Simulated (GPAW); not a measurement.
## TiCo in GPAW: the effect of starting spin order

The system is TiCo.

```
Co Ti
1.0
     2.98611    0.00000    0.00000
     0.00000    2.98611    0.00000
     0.00000    0.00000    2.98611
Co Ti
1 1
Cartesian
  1.4931 1.4931 1.4931
  0.0000 0.0000 0.0000
```

The cell comes from a database or a generator and needn't be the stable form of this composition.

Alike in all runs:

* Program: GPAW 26.7.0
* Task: single point
* Functional: LDA
* Potentials or basis: the program's PAW data sets (release 1.2.1) made for this functional
* Cutoff: 600 eV
* Basis: pw
* k mesh: 9 × 9 × 9
* Occupations: fermi-dirac, width 0.05 eV

Problem. One run gave: energy over the lowest run 8.2 meV/atom; final net moment 0.00 μB; final largest site moment 0.00 μB. Which starting spin order did it use?
A. random
B. ferri
C. nm
D. fm
E. antiferromagnetic start, larger moments

Solution. C.

```csv
starting spin order,spin,starting moments,energy over the lowest run (meV/atom),final net moment (μB),final largest site moment (μB)
nm,no spin polarisation,-,8.2,0.00,0.00
fm,"collinear spin, ferromagnetic start","[2.0, 1.0] μB",0.0,0.48,0.51
afm,"collinear spin, antiferromagnetic start","[2.0, -1.0] μB",0.0,0.48,0.51
ferri,"collinear spin, ferrimagnetic start","[2.0, -0.5] μB",0.0,0.48,0.51
random,"collinear spin, random start","[-0.86, -0.32] μB",0.0,-0.48,0.51
"ferromagnetic start, larger moments","collinear spin, ferromagnetic start","[3.5, 2.5] μB",0.0,0.48,0.51
"antiferromagnetic start, larger moments","collinear spin, antiferromagnetic start","[3.5, -2.5] μB",0.0,0.48,0.51
```

Runs at the PBE level aren't shown here.
